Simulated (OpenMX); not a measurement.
The system is Y.

```
Y
1.0
     0.00000    2.55199    2.55199
     2.55199    0.00000    2.55199
     2.55199    2.55199    0.00000
Y
1
Direct
  0.00000 0.00000 0.00000
```

This isn't the form of Y at room conditions, which is hcp.

* Program: OpenMX 3.8.5
* Task: single point
* Functional: PBE
* Potentials or basis: OpenMX 2013 PBE set, Y8.0-s3p2d2, grid cutoff 350 Ry
* k mesh: 9 × 9 × 9
* Occupations: fermi-dirac, width 0.05 eV
* Spin: no spin polarisation

On this cell: pressure -0.8 GPa; band gap on the k mesh none (metal or under the smearing width).

The same run follows on a disturbed copy (cell strained at random at fixed volume):

```xyz
1
Lattice="0.0263 2.5604 2.5849 2.5594 0.0461 2.5651 2.5799 2.5612 0.0256" Properties=species:S:1:pos:R:3 pbc="T T T"
Y     0.0025    0.0344    0.0210
```

Q: What changes?

A: The energy (extrapolated to zero smearing) moves by +2.4 meV/atom; pressure -0.8 GPa; band gap on the k mesh none (metal or under the smearing width).

Caveats: the basis of atomic orbitals isn't converged, which shifts pressures, moduli and gaps.
